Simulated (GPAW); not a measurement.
The system is ZnS (Wurtzite-2H).

```
Zn S
1.0
     3.81100    0.00000    0.00000
    -1.90550    3.30042    0.00000
     0.00000    0.00000    6.23400
Zn S
2 2
Cartesian
  1.9055 1.1001 3.1170
  0.0000 2.2003 0.0000
  1.9055 1.1001 5.5171
  0.0000 2.2003 2.4001
```

* Program: GPAW 26.7.0
* Task: relaxation of cell and atoms
* Functional: revTPSS
* Dispersion: D3
* Potentials or basis: GPAW PAW data sets (gpaw-data 1.2.1)
* Cutoff: 600 eV
* Basis: pw
* k mesh: 6 × 6 × 3
* Occupations: fermi-dirac, width 0.05 eV
* Spin: no spin polarisation

At the start: pressure -2.8 GPa; volume 19.60 Å³/atom.

**Question.** Where does the relaxation end?

**Answer.** Over 6 steps the energy falls by 11.1 meV/atom and the volume is 18.90 Å³/atom (-3.6 %); space group P6_3mc (No. 186, to 0.05 Å).

Step by step:
```
step  energy change (eV)  largest force (eV/Å)  pressure (GPa)  volume (Å³)
   1              0.0000                0.2975           -2.77        78.41
   2             -0.0102                0.2594           -2.54        78.13
   3             -0.0397                0.1569           -0.25        75.86
   4             -0.0427                0.0301           -0.74        76.27
   5             -0.0432                0.0279           -0.60        76.15
   6             -0.0446                0.0091            0.04        75.59
```

Final structure:
```xyz
4
Lattice="3.7702 0.0000 0.0000 -1.8851 3.2651 0.0000 0.0000 0.0000 6.1402" Properties=species:S:1:pos:R:3 pbc="T T T"
Zn    1.8851    1.0884    3.0976
Zn    0.0000    2.1767    0.0275
S     1.8851    1.0884    5.4066
S     0.0000    2.1767    2.3365
```

Caveat: later steps reuse the first step's grids; the PAW data sets were made with another functional, which shifts forces and pressure a little.
